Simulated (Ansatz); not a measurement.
# armchair WS2 nanoribbon (N = 9, bare edges): bands under strain, part 2 of 3

Aim: is the armchair WS2 nanoribbon (N = 9, bare edges) a metal or a semiconductor?

Ansatz 0.2.0; DFT PBE, plane waves, PAW; relaxation of a wire's period (the session's first sound run).

So far. Step 2 (The relaxed wire): The cell's length comes to 5.482 Å with no moment.

## Step 3: The perfect wire

This step: DFT PBE, plane waves, PAW; bands of a perfect wire (Ansatz 0.2.0).

At the relaxed period the bands are computed along the axis; those that cross an energy going forward count the channels that a perfect wire would open there.

input.yaml

```yaml
crystal:
  lattice:
    - [19.72, 0.0, 0.0]
    - [0.0, 10.14, 0.0]
    - [0.0, 0.0, 5.4823425511]
  atoms:
    - { symbol: W, position: [0.190102648, 0.5, 0.031377669] }
    - { symbol: W, position: [0.337765577, 0.5, 0.992133789] }
    - { symbol: W, position: [0.5, 0.5, 0.00125937] }
    - { symbol: W, position: [0.662234423, 0.5, 0.992133789] }
    - { symbol: W, position: [0.809897352, 0.5, 0.031377669] }
    - { symbol: S, position: [0.171417085, 0.656784568, 0.322925277] }
    - { symbol: S, position: [0.171417085, 0.343215432, 0.322925277] }
    - { symbol: S, position: [0.336230041, 0.651217724, 0.334271396] }
    - { symbol: S, position: [0.336230041, 0.348782276, 0.334271396] }
    - { symbol: S, position: [0.5, 0.655863884, 0.334087884] }
    - { symbol: S, position: [0.5, 0.344136116, 0.334087884] }
    - { symbol: S, position: [0.663769959, 0.651217724, 0.334271396] }
    - { symbol: S, position: [0.663769959, 0.348782276, 0.334271396] }
    - { symbol: S, position: [0.828582915, 0.656784568, 0.322925277] }
    - { symbol: S, position: [0.828582915, 0.343215432, 0.322925277] }
    - { symbol: W, position: [0.252162553, 0.5, 0.51092523] }
    - { symbol: W, position: [0.419457162, 0.5, 0.500420126] }
    - { symbol: W, position: [0.580542838, 0.5, 0.500420126] }
    - { symbol: W, position: [0.747837447, 0.5, 0.51092523] }
    - { symbol: S, position: [0.258757187, 0.661461691, 0.82437079] }
    - { symbol: S, position: [0.258757187, 0.338538309, 0.82437079] }
    - { symbol: S, position: [0.419416518, 0.655394521, 0.833645345] }
    - { symbol: S, position: [0.419416518, 0.344605479, 0.833645345] }
    - { symbol: S, position: [0.580583482, 0.655394521, 0.833645345] }
    - { symbol: S, position: [0.580583482, 0.344605479, 0.833645345] }
    - { symbol: S, position: [0.741242813, 0.661461691, 0.82437079] }
    - { symbol: S, position: [0.741242813, 0.338538309, 0.82437079] }
kpoints:
  mp_grid: { grid: [1, 1, 15] }
  band_path: { path: ["Γ", Z], npoints: 90 }
scf:
  occupations: { method: fermi_dirac, width: 0.05 }
hamiltonian:
  xc: pbe
output:
  dos: { e_range: [-5, 4] }
  write_potential: true
  write_density: true
  volumetric_format: npy
```

Started as:

```sh
$ ansatz run input.yaml --threads 4 --pin off --max-ram 16384MiB --backend cpu --events-out ev --progress --plain --runs-dir out
```

Numbers of over 12 decimals in the logs are rounded to 6 here.

The log of the run:

```text
[...]
Crystal: 27 atoms, lattice volume = 1096.254 Å³
Basis set: ecut = 420 eV, 21375 PW (Γ)
Bands: 144, of which v1, the nominal top of the filled ones, is band 117 counted from 1 (116 counted from 0)
Symmetry: 4 space group operations
[...]
k-points: 8 of 15 (time reversal used)
[...]
SCF iter   1: F=—  HF=-109714.635618 eV  |F-HF|=—  |Δ(HF+E_count)|=         —  Δρ=7.24e-3  dr2=9.50e-1  ethr=1.77e-3  ⟨swp⟩=7.9  Hψ=5312  notcnv=0  defer=11
[...]
SCF iter  12: F=-109714.585973 eV  HF=-109714.585973 eV  |F-HF|=1.76e-8  |Δ(HF+E_count)|=   3.85e-8  Δρ=1.82e-6  dr2=3.22e-8  ethr=4.27e-11  ⟨swp⟩=9.9  Hψ=4201  notcnv=0
SCF 1 converged in 12 iterations: F = -109714.585973 eV  dr2 = 3.22e-8
[...]
NSCF: frozen V_eff on 91 k-points
WARN: The output density's exchange-correlation potential varies sharply where the density is thin. Do not read a vacuum level from v_tot or v_xc, or from such a field of the output density. On a cell that repeats whose density bears no net charge and no dipole along the vacuum's axis use v_es (v_loc + v_h of the components); under efield.dipole_correction with no amplitude use v_es + v_field, which holds any externa [...]
SCF converged after 12 iterations
Free energy (F): -109714.585973 eV
[...]
Internal energy: -109714.579901 eV  (E = F + TS)
E sigma→0 (E₀):  -109714.582937 eV
Entropy (-TS):   -0.006071 eV (-0.225 meV/atom)
Fermi energy:    2.183774 eV
[...]
--- Band table (eV; the first three rows and the last of 8) ---
  k-point 0: bands = [... 113 lower, 1.3647, 1.5233, 1.7781, 1.9870, 2.3689, 2.4379, 2.6335, 2.6362, ... 23 higher]
  k-point 1: bands = [... 113 lower, 1.3710, 1.5132, 1.7850, 1.9764, 2.3949, 2.4600, 2.6309, 2.6361, ... 23 higher]
  k-point 2: bands = [... 113 lower, 1.3871, 1.4815, 1.7911, 1.9406, 2.4794, 2.5368, 2.6245, 2.6353, ... 23 higher]
  k-point 7: bands = [... 113 lower, 1.4270, 1.4299, 1.7493, 1.7710, 2.6138, 2.6152, 2.9857, 3.0099, ... 23 higher]
```

Run time: 6.4 min. Hardware: 4 threads of Arm Neoverse V2, shared host; peak memory 8.3 GiB; 25 min of CPU time.

Numbers from this step:

* energy at zero smearing: -109714.5829 eV
* band gap: 0.3819 eV

The electronic bands at the labelled points (eV, zero at the Fermi level; v1 is the highest filled band, c1 the lowest empty one):

```tsv
point	v4	v3	v2	v1	c1	c2	c3	c4
Γ	-0.82	-0.66	-0.41	-0.20	0.19	0.25	0.45	0.45
halfway	-0.81	-0.77	-0.40	-0.34	0.43	0.45	0.55	0.59
Z	-0.76	-0.75	-0.44	-0.41	0.43	0.43	0.80	0.82
```

The gap is 0.382 eV, with spin left out.

The path shows a direct gap of 0.38 eV (valence top at Γ, conduction bottom at Γ).

## Step 4: Strain along the wire, period over the relaxed period 0.96, k-mesh 1×1×12

This step: DFT PBE, plane waves, PAW; relaxation at a fixed period (Ansatz 0.2.0).

The period is set to 0.96 times the relaxed one and the atoms relax within it: strain changes bond lengths and angles, which shifts the bands against each other. Against the first PBE run of this kind, the mesh along the wire has 12 points against 15.

The cell differs from the one that the last finished run ended in (c 5.482 → 5.263 Å).

Edit input.yaml of step 3 so:

```diff
@@ -4,5 +4,5 @@
     - [0.0, 10.14, 0.0]
-    - [0.0, 0.0, 5.4823425511]
+    - [0.0, 0.0, 5.2630488491]
   atoms:
-    - { symbol: W, position: [0.190102648, 0.5, 0.031377669] }
+    - { symbol: W, position: [0.190102648, 0.5, 0.031377669], spin: 0.3 }
     - { symbol: W, position: [0.337765577, 0.5, 0.992133789] }
@@ -10,3 +10,3 @@
     - { symbol: W, position: [0.662234423, 0.5, 0.992133789] }
-    - { symbol: W, position: [0.809897352, 0.5, 0.031377669] }
+    - { symbol: W, position: [0.809897352, 0.5, 0.031377669], spin: 0.3 }
     - { symbol: S, position: [0.171417085, 0.656784568, 0.322925277] }
@@ -33,4 +33,6 @@
     - { symbol: S, position: [0.741242813, 0.338538309, 0.82437079] }
+magnetization:
+  spin_polarized: true
 kpoints:
-  mp_grid: { grid: [1, 1, 15] }
+  mp_grid: { grid: [1, 1, 12] }
   band_path: { path: ["Γ", Z], npoints: 90 }
@@ -40,6 +42,6 @@
   xc: pbe
+relax:
+  max_steps: 40
+  f_tol: 0.02
 output:
-  dos: { e_range: [-5, 4] }
-  write_potential: true
-  write_density: true
-  volumetric_format: npy
+  stress: true
```

The log of the run:

```text
Warning: output.stress: scf.convergence.dr2_threshold = 1e-7 eV (the SCF's general default) is looser than the 2.7e-9 eV advised for a printed stress (1e-10 eV for each atom of the cell: 27). What an SCF threshold leaves in a stress goes as its square root, and in the free energy as the threshold itself, and one threshold admits the most on a small cell: [figures from the program's tests cut] Every solve of this run  [...]
[...]
Crystal: 27 atoms, lattice volume = 1052.403 Å³
Basis set: ecut = 420 eV, 20509 PW (Γ), exchange–correlation on 270×144×72 points (8 copies of the dense FFT grid, shifted against one another)
Bands: 145, of which v1, the nominal top of the filled ones, is band 117 counted from 1 (116 counted from 0)
Symmetry: 4 space group operations
[...]
k-points: 7 of 12 (time reversal used)
[...]
Starting moments: Σ|m| = 0.6 μB on 2 of 27 sites
[...]
SCF iter   1: F=—  HF=-109719.501457 eV  |F-HF|=—  |Δ(HF+E_count)|=         —  Δρ=1.79e-2 (↑1.79e-2 ↓1.75e-2)  dr2=1.92e1  dr2_m=1.38e-2  M=0.002 μB ∫|m|=0.435 μB  β_m=0.30  ethr=3.10e-3  ⟨swp⟩=7.1  Hψ=9128  notcnv=0  defer=4
[...]
SCF iter  13: F=-109713.861490 eV  HF=-109713.861490 eV  |F-HF|=3.36e-8  |Δ(HF+E_count)|=   6.17e-7  Δρ=2.20e-6 (↑2.20e-6 ↓1.38e-6)  dr2=1.02e-7  dr2_m=2.21e-8  M=0.000 μB ∫|m|=0.001 μB  ethr=1.91e-10  ⟨swp⟩=1.0  Hψ=5849  notcnv=0
[...]
SCF 1 converged in 13 iterations: F = -109713.861490 eV  dr2 = 1.02e-7
[...]
relax step   1: F+E_penalty+E_count = -109713.86148969 eV  Δ(F+E_penalty+E_count) = +0.000e0 eV  max|allowed force component| = 1.016e0 eV/Å  Δτ_max = 0.0000 Å  (13 SCF iters, dr2 threshold 1.00e-5 eV, accepted)
[...]
SCF iter  10: F=-109714.048786 eV  HF=-109714.048815 eV  |F-HF|=2.83e-5  |Δ(HF+E_count)|=   2.40e-5  Δρ=1.37e-5 (↑1.37e-5 ↓1.35e-5)  dr2=3.05e-5  dr2_m=3.82e-10  M=-0.000 μB ∫|m|=0.000 μB  ethr=3.43e-9  ⟨swp⟩=2.0  Hψ=6540  notcnv=0
[...]
SCF 2 converged in 10 iterations: F = -109714.048786 eV  dr2 = 3.05e-5
relax step   2: F+E_penalty+E_count = -109714.04878628 eV  Δ(F+E_penalty+E_count) = -1.873e-1 eV  max|allowed force component| = 5.763e-1 eV/Å  Δτ_max = 0.1906 Å  (10 SCF iters, dr2 threshold 6.45e-5 eV, accepted)
SCF iter   1: F=—  HF=-109714.128257 eV  |F-HF|=—  |Δ(HF+E_count)|=         —  Δρ=2.17e-3 (↑2.10e-3 ↓2.17e-3)  dr2=1.79e-1  dr2_m=1.18e-3  M=-0.001 μB ∫|m|=0.016 μB  β_m=0.30  ethr=1.09e-3  ⟨swp⟩=4.6  Hψ=4156  notcnv=0  defer=230
[...]
SCF iter  10: F=-109714.107155 eV  HF=-109714.107160 eV  |F-HF|=5.67e-6  |Δ(HF+E_count)|=   4.29e-6  Δρ=6.51e-6 (↑5.93e-6 ↓6.51e-6)  dr2=6.11e-6  dr2_m=1.51e-9  M=-0.000 μB ∫|m|=0.000 μB  ethr=5.86e-10  ⟨swp⟩=1.0  Hψ=5807  notcnv=0
[...]
SCF 3 converged in 10 iterations: F = -109714.107155 eV  dr2 = 6.11e-6
relax step   3: F+E_penalty+E_count = -109714.10715472 eV  Δ(F+E_penalty+E_count) = -5.837e-2 eV  max|allowed force component| = 1.444e-1 eV/Å  Δτ_max = 0.0906 Å  (10 SCF iters, dr2 threshold 2.08e-5 eV, accepted)
[...]
relax step   4: F+E_penalty+E_count = -109714.10919522 eV  Δ(F+E_penalty+E_count) = -2.041e-3 eV  max|allowed force component| = 9.759e-2 eV/Å  Δτ_max = 0.0041 Å  (6 SCF iters, dr2 threshold 1.31e-6 eV, accepted)
[...]
relax step   5: F+E_penalty+E_count = -109714.11022578 eV  Δ(F+E_penalty+E_count) = -1.031e-3 eV  max|allowed force component| = 2.279e-2 eV/Å  Δτ_max = 0.0057 Å  (7 SCF iters, dr2 threshold 5.98e-7 eV, accepted)
SCF iter   1: F=—  HF=-109714.109920 eV  |F-HF|=—  |Δ(HF+E_count)|=         —  Δρ=1.11e-4 (↑1.11e-4 ↓1.10e-4)  dr2=3.12e-4  dr2_m=2.84e-6  M=0.000 μB ∫|m|=0.001 μB  β_m=0.65  ethr=1.67e-6  ⟨swp⟩=2.0  Hψ=3656  notcnv=0  defer=230
[...]
SCF iter   8: F=-109714.110409 eV  HF=-109714.110409 eV  |F-HF|=3.03e-9  |Δ(HF+E_count)|=   1.33e-8  Δρ=3.87e-7 (↑3.83e-7 ↓3.87e-7)  dr2=1.20e-8  dr2_m=8.69e-12  M=0.000 μB ∫|m|=0.000 μB  ethr=4.27e-11  ⟨swp⟩=2.7  Hψ=6697  notcnv=0
[...]
SCF 6 converged in 8 iterations: F = -109714.110409 eV  dr2 = 1.20e-8
[...]
relax step   6: F+E_penalty+E_count = -109714.11040944 eV  Δ(F+E_penalty+E_count) = -1.837e-4 eV  max|allowed force component| = 6.845e-3 eV/Å  Δτ_max = 0.0044 Å  (8 SCF iters, accepted)
[...]
the band table was solved once a step of the walk had ended and its energy, with any forces and stress, was formed, with the checks that follow a solve (10141 applications of the Hamiltonian). They found nothing against the state; the energy, forces and stress were not computed again (output.eigenvalues in the input reference)
[...]
SCF converged after 8 iterations
Magnetization: 0.0000 μB (117.0000 up, 117.0000 down)
Absolute magnetization: 0.0000 μB (∫|ρ↑−ρ↓|, with the PAW one-centre terms)
[...]
Per-site moments (μB) at R_I (Å): [(1.1800152711374853e-6, 0.944180), (-1.3001178069423494e-7, 0.985172), (1.733573517990752e-8, 0.983435), (-1.3001178071108682e-7, 0.985172), (1.1800152710193123e-6, 0.944180), (-8.17093795623783e-8, 0.944180), (-8.170937971336378e-8, 0.944180), (5.750175054315978e-8, 0.985172), (5.750175041649961e-8, 0.985172), (1.951793581420113e-9, 0.983435), (1.9517934395781594e-9, 0.983435), (5. [...]
Free energy (F): -109714.110409 eV
[...]
Internal energy: -109714.103395 eV  (E = F + TS)
E sigma→0 (E₀):  -109714.106902 eV
Entropy (-TS):   -0.007015 eV (-0.260 meV/atom)
Fermi energy:    2.491554 eV
[...]
--- Forces (eV/Å), atoms counted from 1 ---
  atom   1  W      0.00111675     0.00000000     0.00383936
  atom   2  W     -0.00093201     0.00000000    -0.00531603
  atom   3  W     -0.00000000     0.00000000     0.00445806
  atom   4  W      0.00093201    -0.00000000    -0.00531603
  atom   5  W     -0.00111675     0.00000000     0.00383936
  atom   6  S     -0.00293233    -0.00250905    -0.00164677
  atom   7  S     -0.00293233     0.00250905    -0.00164677
  atom   8  S      0.00005099    -0.00175318    -0.00163023
  atom   9  S      0.00005099     0.00175318    -0.00163023
  atom  10  S     -0.00000000     0.00164598     0.00010068
  atom  11  S      0.00000000    -0.00164598     0.00010068
  atom  12  S     -0.00005099    -0.00175318    -0.00163023
  atom  13  S     -0.00005099     0.00175318    -0.00163023
  atom  14  S      0.00293233    -0.00250905    -0.00164677
  atom  15  S      0.00293233     0.00250905    -0.00164677
  atom  16  W      0.00560181     0.00000000     0.00684768
  atom  17  W      0.00121101     0.00000000    -0.00277585
  atom  18  W     -0.00121101     0.00000000    -0.00277585
  atom  19  W     -0.00560181     0.00000000     0.00684768
  atom  20  S      0.00112343     0.00019556    -0.00021628
  atom  21  S      0.00112343    -0.00019556    -0.00021628
  atom  22  S     -0.00320016     0.00059253     0.00104893
  atom  23  S     -0.00320016    -0.00059253     0.00104893
  atom  24  S      0.00320016     0.00059253     0.00104893
  atom  25  S      0.00320016    -0.00059253     0.00104893
  atom  26  S     -0.00112343     0.00019556    -0.00021628
  atom  27  S     -0.00112343    -0.00019556    -0.00021628
  max |Σ_I F_I| component: 7.24e-5 eV/Å
--- Stress (GPa, compression-positive) ---
        0.003745      -0.000000      -0.000000
       -0.000000       0.037739      -0.000000
       -0.000000      -0.000000       3.563494
  P = ⅓ Tr σ = 1.2017 GPa (12.017 kbar)
--- Band table (eV; the first three rows and the last of 14) ---
  k-point 0 ↑: bands = [... 113 lower, 1.7747, 1.7806, 2.1520, 2.3251, 2.6509, 2.7314, 2.9560, 2.9743, ... 24 higher]
  k-point 1 ↑: bands = [... 113 lower, 1.7723, 1.7867, 2.1498, 2.2944, 2.7095, 2.7797, 2.9512, 2.9715, ... 24 higher]
  k-point 2 ↑: bands = [... 113 lower, 1.7684, 1.7983, 2.1073, 2.1928, 2.8837, 2.9426, 2.9444, 2.9647, ... 24 higher]
  k-point 6 ↓: bands = [... 113 lower, 1.7734, 1.7883, 1.8988, 1.9064, 2.9499, 2.9618, 3.3171, 3.3428, ... 24 higher]
--- Relaxed structure (6 steps of the walk, 6 accepted, 0 SCFs on fresh bases) ---
  F+E_penalty+E_count = -109714.11040944 eV   max|allowed force component| = 6.845e-3 eV/Å
  atoms:
    - { symbol: W, position: [0.185402, 0.5, 0.021991] }
    - { symbol: W, position: [0.336199, 0.5, 0.991332] }
    - { symbol: W, position: [0.500000, 0.5, -0.00168153] }
    - { symbol: W, position: [0.663801, 0.5, 0.991332] }
    - { symbol: W, position: [0.814598, 0.5, 0.021991] }
    - { symbol: S, position: [0.166128, 0.656880, 0.326246] }
    - { symbol: S, position: [0.166128, 0.343120, 0.326246] }
    - { symbol: S, position: [0.334531, 0.653337, 0.335725] }
    - { symbol: S, position: [0.334531, 0.346663, 0.335725] }
    - { symbol: S, position: [0.500000, 0.657405, 0.334812] }
    - { symbol: S, position: [0.500000, 0.342595, 0.334812] }
    - { symbol: S, position: [0.665469, 0.653337, 0.335725] }
    - { symbol: S, position: [0.665469, 0.346663, 0.335725] }
    - { symbol: S, position: [0.833872, 0.656880, 0.326246] }
    - { symbol: S, position: [0.833872, 0.343120, 0.326246] }
    - { symbol: W, position: [0.249722, 0.5, 0.507715] }
    - { symbol: W, position: [0.418460, 0.5, 0.497458] }
    - { symbol: W, position: [0.581540, 0.5, 0.497458] }
    - { symbol: W, position: [0.750278, 0.5, 0.507715] }
    - { symbol: S, position: [0.256651, 0.662811, 0.827090] }
    - { symbol: S, position: [0.256651, 0.337189, 0.827090] }
    - { symbol: S, position: [0.418428, 0.656800, 0.834705] }
    - { symbol: S, position: [0.418428, 0.343200, 0.834705] }
    - { symbol: S, position: [0.581572, 0.656800, 0.834705] }
    - { symbol: S, position: [0.581572, 0.343200, 0.834705] }
    - { symbol: S, position: [0.743349, 0.662811, 0.827090] }
    - { symbol: S, position: [0.743349, 0.337189, 0.827090] }
```

Elapsed: 17 min, on 4 threads; peak memory 13 GiB.

The steps of the relaxation:

```tsv
step	energy less that of the first step (eV)	largest force component (eV/Å)
1	0.0000	1.0161
2	-0.1873	0.5763
3	-0.2457	0.1444
4	-0.2477	0.0976
5	-0.2487	0.0228
6	-0.2489	0.0068
```

The run keeps the 4 symmetry operations that it works with, so distortions that break them were not tested.

The atoms that moved most (Å):

```tsv
atom	dx	dy	dz	length
S14	0.104	0.001	0.017	0.106
S15	0.104	-0.001	0.017	0.106
S6	-0.104	0.001	0.017	0.106
S7	-0.104	-0.001	0.017	0.106
W1	-0.093	0.000	-0.049	0.105
W5	0.093	0.000	-0.049	0.105
W16	-0.048	0.000	-0.017	0.051
W19	0.048	0.000	-0.017	0.051
```

Final coordinates:

```xyz
27
Lattice="19.7200 0.0000 0.0000 0.0000 10.1400 0.0000 0.0000 0.0000 5.2630" Properties=species:S:1:pos:R:3
W     3.6561    5.0700    0.1157
W     6.6299    5.0700    5.2174
W     9.8600    5.0700   -0.0088
W    13.0901    5.0700    5.2174
W    16.0639    5.0700    0.1157
S     3.2761    6.6608    1.7170
S     3.2761    3.4792    1.7170
S     6.5969    6.6248    1.7669
S     6.5969    3.5152    1.7669
S     9.8600    6.6661    1.7621
S     9.8600    3.4739    1.7621
S    13.1231    6.6248    1.7669
S    13.1231    3.5152    1.7669
S    16.4439    6.6608    1.7170
S    16.4439    3.4792    1.7170
W     4.9245    5.0700    2.6721
W     8.2520    5.0700    2.6181
W    11.4680    5.0700    2.6181
W    14.7955    5.0700    2.6721
S     5.0612    6.7209    4.3530
S     5.0612    3.4191    4.3530
S     8.2514    6.6600    4.3931
S     8.2514    3.4800    4.3931
S    11.4686    6.6600    4.3931
S    11.4686    3.4800    4.3931
S    14.6588    6.7209    4.3530
S    14.6588    3.4191    4.3530
```

Numbers from this step:

| Quantity | Value |
| --- | --- |
| energy at zero smearing | -109714.1069 eV |
| band gap | 0.326 eV |

The gap is 0.326 eV, against 0.382 eV under PBE at the relaxed period, with no moment.

## Step 5: At a strained period, period over the relaxed period 0.98, k-mesh 1×1×12

The period is set to 0.98 times the relaxed one and the atoms relax within it: strain changes bond lengths and angles, which shifts the bands against each other. Against the first PBE run of this kind, the mesh along the wire has 12 points against 15.

The cell differs from the one that the last finished run ended in (c 5.263 → 5.373 Å).

Edit input.yaml of step 4 so:

```diff
@@ -4,3 +4,3 @@
     - [0.0, 10.14, 0.0]
-    - [0.0, 0.0, 5.2630488491]
+    - [0.0, 0.0, 5.3726957001]
   atoms:
```

The log of the run:

```text
[...]
Crystal: 27 atoms, lattice volume = 1074.329 Å³
Basis set: ecut = 420 eV, 20917 PW (Γ), exchange–correlation on 270×144×72 points (8 copies of the dense FFT grid, shifted against one another)
Bands: 145, of which v1, the nominal top of the filled ones, is band 117 counted from 1 (116 counted from 0)
[...]
- { symbol: W, position: [0.418999, 0.5, 0.498976] }
    - { symbol: W, position: [0.581001, 0.5, 0.498976] }
    - { symbol: W, position: [0.749003, 0.5, 0.509498] }
[...]
- { symbol: S, position: [0.581032, 0.656136, 0.834078] }
    - { symbol: S, position: [0.581032, 0.343864, 0.834078] }
    - { symbol: S, position: [0.742124, 0.662144, 0.825708] }
    - { symbol: S, position: [0.742124, 0.337856, 0.825708] }
[key lines of the parts left out:]
SCF converged after 7 iterations
Magnetization: -0.0000 μB (117.0000 up, 117.0000 down)
Free energy (F): -109714.469895 eV
Fermi energy:    2.334317 eV
P = ⅓ Tr σ = 0.5873 GPa (5.873 kbar)
```

The job ended after 16 min (4 threads; peak memory 13 GiB; 64 min of CPU time).

Relaxation path:

```tsv
step	energy less that of the first step (eV)	largest force component (eV/Å)
1	0.0000	0.4754
2	-0.0332	0.3205
3	-0.0571	0.0720
4	-0.0577	0.0499
5	-0.0579	0.0098
```

The run keeps the 4 symmetry operations that it works with, so distortions that break them were not tested.

The atoms that moved most (Å):

```tsv
atom	dx	dy	dz	length
S7	-0.050	-0.002	0.008	0.051
S6	-0.050	0.002	0.008	0.051
S15	0.050	-0.002	0.008	0.051
S14	0.050	0.002	0.008	0.051
W5	0.043	0.000	-0.022	0.048
W1	-0.043	0.000	-0.022	0.048
W19	0.023	0.000	-0.008	0.024
W16	-0.023	0.000	-0.008	0.024
```

The relaxed structure:

```cif
data_structure
_symmetry_space_group_name_H-M 'P 1'
_symmetry_Int_Tables_number 1
_cell_length_a 19.7200
_cell_length_b 10.1400
_cell_length_c 5.3727
_cell_angle_alpha 90.000
_cell_angle_beta 90.000
_cell_angle_gamma 90.000
_cell_volume 1074.33
loop_
_atom_site_label
_atom_site_type_symbol
_atom_site_fract_x
_atom_site_fract_y
_atom_site_fract_z
_atom_site_occupancy
W1 W 0.18794 0.50000 0.02736 1
W2 W 0.33708 0.50000 0.99167 1
W3 W 0.50000 0.50000 0.99982 1
W4 W 0.66292 0.50000 0.99167 1
W5 W 0.81206 0.50000 0.02736 1
S6 S 0.16886 0.65699 0.32445 1
S7 S 0.16886 0.34301 0.32445 1
S8 S 0.33542 0.65227 0.33490 1
S9 S 0.33542 0.34773 0.33490 1
S10 S 0.50000 0.65667 0.33432 1
S11 S 0.50000 0.34333 0.33432 1
S12 S 0.66458 0.65227 0.33490 1
S13 S 0.66458 0.34773 0.33490 1
S14 S 0.83114 0.65699 0.32445 1
S15 S 0.83114 0.34301 0.32445 1
W16 W 0.25100 0.50000 0.50950 1
W17 W 0.41900 0.50000 0.49898 1
W18 W 0.58100 0.50000 0.49898 1
W19 W 0.74900 0.50000 0.50950 1
S20 S 0.25788 0.66214 0.82571 1
S21 S 0.25788 0.33786 0.82571 1
S22 S 0.41897 0.65614 0.83408 1
S23 S 0.41897 0.34386 0.83408 1
S24 S 0.58103 0.65614 0.83408 1
S25 S 0.58103 0.34386 0.83408 1
S26 S 0.74212 0.66214 0.82571 1
S27 S 0.74212 0.33786 0.82571 1
```

The gap is 0.353 eV, against 0.382 eV under PBE at the relaxed period, with no moment.

[end of part 2 of 3]

[Logs are printed without paths, hosts, clocks, repeated set-up lines and the standing remarks that a program may print on its own settings, such as how far it seeks lower states.]

[Hosts, paths, dates, database ids (printed as entryN), source tags and the programs' standing remarks are cut or masked in the printed files.]
